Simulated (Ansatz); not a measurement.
## SnO2 under strains and displacements

All numbers below come from Ansatz, DFT PBE, scalar-relativistic, plane waves, PAW.

Cutoff 420 eV; k points 14×14×14 on the computed 3-atom cell (Γ-centred); Gaussian smearing, width 0.10 eV; no spin polarisation.

Reference cell:

```xyz
3
Lattice="0.0000 2.5741 2.5741 2.5741 0.0000 2.5741 2.5741 2.5741 0.0000" Properties=species:S:1:pos:R:3 pbc="T T T"
Sn    0.0000    0.0000    0.0000
O     1.2871    1.2871    1.2871
O     3.8612    3.8612    3.8612
```

Each variant moves atoms of this cell by the vectors given, if any (Å), and then applies a symmetric strain (tensor components, Cartesian axes). The reference cell isn't relaxed at this level. Energies are per atom at zero smearing, counted from the lowest variant. Pressure is positive in compression.

1. strain (xx yy zz yz xz xy, %) 2.87 2.87 2.87 0.00 0.00 0.00
2. strain (xx yy zz yz xz xy, %) -1.81 -1.81 -1.81 0.00 0.00 0.00
3. strain (xx yy zz yz xz xy, %) -1.99 -1.99 -1.99 0.00 0.00 0.00

```json
{"result": "A", "ΔE (meV/atom)": "28.2", "P (GPa)": "-13.05", "gap on mesh (eV)": "0"}
{"result": "B", "ΔE (meV/atom)": "0.0", "P (GPa)": "10.93", "gap on mesh (eV)": "0.36"}
{"result": "C", "ΔE (meV/atom)": "4.5", "P (GPa)": "12.33", "gap on mesh (eV)": "0.42"}
```

(1) Which variant gave which result?

## Answers

(1) A is 1, B is 2, C is 3. The pressure falls as the cell grows: from the smallest volume to the largest the variants are 3, 2, 1.

This fluorite-type form isn't the usual stable structure of the compound.